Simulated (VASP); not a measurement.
Data:

```yaml
crystal:
  lattice:
    - [4.42423, 0.00000, 0.00000]
    - [0.00000, 4.42423, 0.00000]
    - [0.00000, 0.00000, 2.88726]
  atoms:
    - { symbol: Ge, position: [0.00000, 0.00000, 0.00000] }
    - { symbol: Ge, position: [0.50000, 0.50000, 0.50000] }
    - { symbol: O, position: [0.30623, 0.30623, 0.00000] }
    - { symbol: O, position: [0.80623, 0.19377, 0.50000] }
    - { symbol: O, position: [0.19377, 0.80623, 0.50000] }
    - { symbol: O, position: [0.69377, 0.69377, 0.00000] }
```

Method: PBEsol GGA, VASP's PBE PAW potentials (set 64) (plane waves; VASP). Run with 520 eV cut-off, 5×5×7 Γ-centred mesh, Gaussian smearing of 0.050 eV, potentials Ge_d O.

**Question.** Estimate the energy per atom (σ→0), band gap (on the k-mesh) with the smallest direct gap where there is one.

**Answer.** 
| Item | Result |
|---|---|
| band gap (on the k-mesh) | 1.57 eV |
| smallest direct gap (on the k-mesh) | 1.57 eV |
| energy per atom (σ→0) | -6.860 eV/atom |

The compound is GeO2 in the rutile structure. It was relaxed first. The start is the result of an earlier pass.
